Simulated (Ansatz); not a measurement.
KI: frozen-core PAW against all-electron methods

```
K I
1.0
     0.07049    3.55980    3.55980
     3.55980    0.07049    3.55980
     3.55980    3.55980    0.07049
K I
1 1
Direct
  0.00000 0.00000 0.00000
  0.50000 0.50000 0.50000
```

Atom numbers follow the list: K1, I2.

The cell is COD entry 9009735, as deposited and not checked against the literature; nothing was relaxed. The listed cell was then made from it by scaling, straining or moving an atom.

Spin–orbit coupling is left out, though it moves levels of the heavy atoms by tenths of an eV or more.

All numbers are computed: DFT, PBEsol, PAW with Ansatz's default frozen-core files, scalar-relativistic (Ansatz 0.2.0); DFT, PBEsol, all-electron PAW with datasets made for the crystal, scalar-relativistic (Ansatz 0.2.0); DFT, PBEsol, all-electron LAPW, scalar-relativistic (Ansatz 0.2.0).

For PAW: a Γ-centred 8×8×8 k mesh, Fermi–Dirac smearing of 0.01 eV, cutoff 420 eV, no spin polarisation; the PAW files were made with PBE, and the program remakes their frozen cores for this functional. The crystal-made all-electron datasets (AE datasets) take a cutoff of 200 eV at this cell. LAPW targets a basis error of 1 meV/atom. The Ansatz runs share mesh, smearing and spin set-up. Plane-wave (PAW) pressures include the program's estimate of the Pulay term.

Stress and pressure are positive in compression.

The change that made this cell: equal xy, yz and zx engineering shear strains of +2 %.

No spin–orbit coupling: at heavy atoms the gradients can be off by tens of per cent for that reason.

| quantity | PAW | AE datasets | LAPW |
| --- | --- | --- | --- |
| pressure (GPa) | -0.21 | -0.21 | -0.21 |
| stress yz (GPa) | -0.08 | -0.08 | -0.08 |
| stress xz (GPa) | -0.08 | -0.08 | -0.08 |
| stress xy (GPa) | -0.08 | -0.08 | -0.08 |
| band gap (eV) | 3.802 | 3.802 | 3.801 |
| field gradient Vzz at K1 (10²¹ V/m²) | -0.14 | -0.13 | – |
| field gradient Vzz at I2 (10²¹ V/m²) | 1.09 | 1.09 | – |

PAW's pressure differs from the LAPW value by about 0.01 GPa or less.
